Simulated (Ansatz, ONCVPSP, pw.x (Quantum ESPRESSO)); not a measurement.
# Cu (Z = 29) (bcc): variants of one ONCV potential in the solid

Cu (Z = 29), optimised norm-conserving Vanderbilt (ONCV), made with ONCVPSP 4.0.1.1 (patched build) (PBE, scalar-relativistic). Core [Ne] 3s2, reference 3p6 3d10 4s1. Waves: 4s: rc 2.20 bohr, ncon 4, nbas 7, qcut 2.7 1/bohr, 2 projectors, debl 0.4 Ha; 3p: rc 1.05 bohr, ncon 4, nbas 7, qcut 13.3 1/bohr, 2 projectors, debl 3.2 Ha; 3d: rc 1.45 bohr, ncon 3, nbas 7, qcut 9.8 1/bohr, 1 projector. Local part: polynomial inside 0.90 bohr (lpopt 4, dvloc0 3 Ha). Core correction: Teter function fitted to the true core (icmod 2), fcfact 0.45.

Crystal test: bcc Cu in pw.x 7.5, no spin, 16³ k-points, Fermi–Dirac smearing 0.01 Ry, cutoffs set for each file from its atomic test. The reference is all-electron LAPW (Ansatz 0.2.0) with the same functional, mesh and smearing; V0 and B0 come from Birch–Murnaghan fits to the pressures at five volumes. Errors are pseudo minus all-electron; Δ is the rms difference of the E(V) curves that follow from these fits, minima aligned, over ±6 % about the mean V0. Mesh and smearing are coarse, so the numbers serve the comparison and aren't converged zero-temperature values; the lattice is a test structure that the element need not adopt.

All-electron: a0 = 2.885 Å (V0 = 12.01 Å³/atom), B0 = 138.4 GPa.

Base: This is a poor potential for the solid. The generator flags a localised state at positive energy (s at 21 eV). Atomic configuration tests: 1 of 4 tests not solved or not reliable.

2 further variants are left out: they gave no file fit for a test, a broken result, the same result as the base, or pressures whose basis-set error rivals the error shown.

```
      change  cutoffs (Ry)       pw.x  a0 (Å)  a0 error (%)  B0 error (%)  Δ (meV/atom)  mean pressure error (GPa)
        base       135/540  converged   2.868         -0.61         +37.5           7.9                      -3.20
d: qcut 10.9       135/540  converged   2.870         -0.53         +36.7           6.9                      -2.76
d: qcut 11.9       135/540  converged   2.870         -0.53         +36.1           6.8                      -2.71
```

Q: Give the row for: d: qcut 14.

A: pw.x: converged; mean pressure error (GPa): -2.67; a0 (Å): 2.870; a0 error (%): -0.52; B0 error (%): +35.7; Δ (meV/atom): 6.7.
